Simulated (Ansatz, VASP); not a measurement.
# One calculation of Rh, two programs

The input INCAR:

```
ALGO     = Normal         # electronic algorithm
EDIFF    = 1E-6           # SCF threshold, eV
EDIFFG   = -0.01          # ionic threshold
ENCUT    = 600            # plane-wave cutoff, eV
GGA      = PS             # functional
IBRION   = 2              # ionic algorithm
ISIF     = 3              # what is computed and relaxed
ISMEAR   = -1             # smearing method
LASPH    = T              # aspherical terms in the spheres
LCHARG   = F              # write CHGCAR
LREAL    = F              # projectors in reciprocal space
LWAVE    = F              # write WAVECAR
NELM     = 100            # most SCF steps
NSW      = 80             # ionic steps
PREC     = Accurate       # precision mode
SIGMA    = 0.1            # smearing width, eV
```

The input KPOINTS:

```
k-points
0
Gamma
  15 15 15
```

Contents of POSCAR:

```
Rh
1.0
   -1.5092612352      1.5092612352      1.5092612352
    1.5092612352     -1.5092612352      1.5092612352
    1.5092612352      1.5092612352     -1.5092612352
Rh
1
Direct
    0.0000000000      0.0000000000      0.0000000000
```

Input for Ansatz:

```yaml
crystal:
  lattice:
    - [-1.5092612352, 1.5092612352, 1.5092612352]
    - [1.5092612352, -1.5092612352, 1.5092612352]
    - [1.5092612352, 1.5092612352, -1.5092612352]
  atoms:
    - { symbol: Rh, position: [0.0, 0.0, 0.0] }
hamiltonian:
  xc: pbesol
  pseudopotentials:
    kind: paw
    azcp:
      Rh: "pseudopotentials/Rh.paw.azcp"
basis:
  ecutwfc: 420
  fft_grid_basis: typed
kpoints:
  mp_grid: { grid: [15, 15, 15], shift: [0, 0, 0] }
magnetization:
  spin_polarized: false
scf:
  occupations: { method: fermi_dirac, width: 0.1 }
relax:
  max_steps: 60
  f_tol: 0.01
  cell: {}
```

The cell was built by a generator and needn't be a form met in nature.

Alike in both runs: task relaxation of cell and atoms; functional PBEsol; k mesh 15 × 15 × 15; occupations fermi-dirac, width 0.1 eV; no spin polarisation.

|  | VASP | Ansatz |
| --- | --- | --- |
| version | VASP 6.6.1 | Ansatz 0.2.0 |
| potentials or method | VASP PAW PBE potentials, release 64 (Rh_pv) | plane waves (420 eV) with PAW, scalar-relativistic |
| plane-wave cutoff (eV) | 600 | 420 |
| valence electrons in the cell | 15 | 17 |

VASP gave:

| Property | Result |
| --- | --- |
| relaxed volume (Å³/atom) | 13.91 |
| relaxed cell length with the largest relative difference (Å) | 2.624 |
| energy change over the relaxation (meV/atom) | -2 |

What did Ansatz give for the same quantities?

Relaxed volume (Å³/atom): 13.92; relaxed cell length with the largest relative difference (Å): 2.625; energy change over the relaxation (meV/atom): -2.

The two sets of potentials don't hold the same shells in valence. Ansatz warned: «pseudo_functional_mismatch».

Caveats: the PAW data sets were made with another functional, which shifts forces and pressure a little (VASP).
